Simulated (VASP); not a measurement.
# A VASP 6.6.1 single-point calculation on Si

INCAR

```
ISIF = 2
NSW = 0
SIGMA = 0.02
NELM = 79
LCHARG = .FALSE.
LASPH = .TRUE.
PREC = Accurate
ENCUT = 520
LWAVE = .FALSE.
GGA = PE
IBRION = -1
LREAL = .FALSE.
NBANDS = 11
ISMEAR = -1
EDIFF = 1E-7
NELECT = 9
```

KPOINTS

```
KPOINTS created by Atomic Simulation Environment
0
Gamma
4 4 4
0 0 0
```

POSCAR

```
Si
 1.0000000000000000
    -0.0678000000000000    2.6848999999999998    2.7610000000000001
     2.7254000000000000   -0.0871000000000000    2.7803000000000000
     2.6797000000000000    2.6585000000000001   -0.0414000000000000
 Si
   2
Cartesian
  0.1198955400000000  2.6633995599999998  2.6582912900000002
  1.5203229800000000  1.3887673199999999  1.0657750300000000
```

The recommended PBE PAW datasets give the neutral cell 8 valence electrons.

Command

```
mpirun -np 1 vasp_std
```

Question: Predict the outcome of this run.

Answer: It converged. Results: pressure 38.0 GPa; largest force 2.08 eV/Å.

OSZICAR

```
N       E                     dE             d eps       ncg     rms          rms(c)
DAV:   1     0.171434820144E+02    0.17143E+02   -0.34311E+03   792   0.612E+02
DAV:   2    -0.343175265525E+01   -0.20575E+02   -0.19878E+02  1065   0.976E+01
DAV:   3    -0.411882562739E+01   -0.68707E+00   -0.68293E+00  1030   0.148E+01
DAV:   4    -0.412405275185E+01   -0.52271E-02   -0.52258E-02   963   0.164E+00
DAV:   5    -0.412410918604E+01   -0.56434E-04   -0.56434E-04   996   0.161E-01    0.531E+00
DAV:   6    -0.391507967534E+01    0.20903E+00   -0.55477E-01   906   0.323E+00    0.307E+00
DAV:   7    -0.384768428012E+01    0.67395E-01   -0.13094E-01  1002   0.179E+00    0.886E-01
DAV:   8    -0.384682040873E+01    0.86387E-03   -0.91273E-03   959   0.575E-01    0.175E-01
DAV:   9    -0.384653784112E+01    0.28257E-03   -0.14040E-03   921   0.189E-01    0.700E-02
DAV:  10    -0.384656267449E+01   -0.24833E-04   -0.85457E-05  1006   0.618E-02    0.415E-02
DAV:  11    -0.384656401417E+01   -0.13397E-05   -0.18995E-06   994   0.893E-03    0.204E-02
DAV:  12    -0.384656518005E+01   -0.11659E-05   -0.18596E-06   941   0.870E-03    0.393E-03
DAV:  13    -0.384656522935E+01   -0.49292E-07   -0.63493E-08   661   0.160E-03
   1 F= -.38465652E+01 E0= -.38454800E+01  d E =-.217043E-02
```

The cell is charged and sits in a uniform background.

For comparison, a separate PBE run of the intended cell, on usual settings and not on those above, gives a gap of -0.73 eV on its mesh and a pressure of 1.8 GPa.
